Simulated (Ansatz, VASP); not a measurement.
Cd4Te in VASP and in Ansatz

```
CELL_PARAMETERS angstrom
-3.47877 3.47877 3.47877
3.47877 -3.47877 3.47877
3.47877 3.47877 -3.47877
ATOMIC_POSITIONS crystal
Cd 0.50000 0.50000 0.50000
Cd 0.50000 0.00000 0.00000
Cd 0.00000 0.00000 0.50000
Cd 0.00000 0.50000 0.00000
Te 0.00000 0.00000 0.00000
```

Change from the starting cell: species swapped into the Hg4Pt type (Im-3m, No. 229).

Alike in both runs: task relaxation of cell and atoms; functional PBE; k mesh 8 × 8 × 8; occupations gaussian, width 0.1 eV; no spin polarisation.

```csv
,VASP,Ansatz
version,VASP 6.6.1,Ansatz 0.2.0
potentials or method,"VASP PAW PBE potentials, release 64 (Cd, Te)","scalar-relativistic, plane waves, PAW"
plane-wave cutoff (eV),600,420
valence electrons in the cell,54,96
```

|  | VASP | Ansatz | Ansatz less VASP |
| --- | --- | --- | --- |
| gap on the k mesh at the Fermi level, each at its own relaxed structure (eV) | none | none | - |
| relaxed volume (Å³/atom) | 33.68 | 33.68 | 0.000 |
| relaxed cell length with the largest relative difference (Å) | 6.025 | 6.025 | 0.0000 |

A gap of «none» marks a metal or a gap that the smearing closes. The two sets of potentials don't hold the same shells in valence.

Caveats: the relaxation stopped at its first step, so nothing moved. Spin-orbit coupling is left out, which matters for the levels of Te.
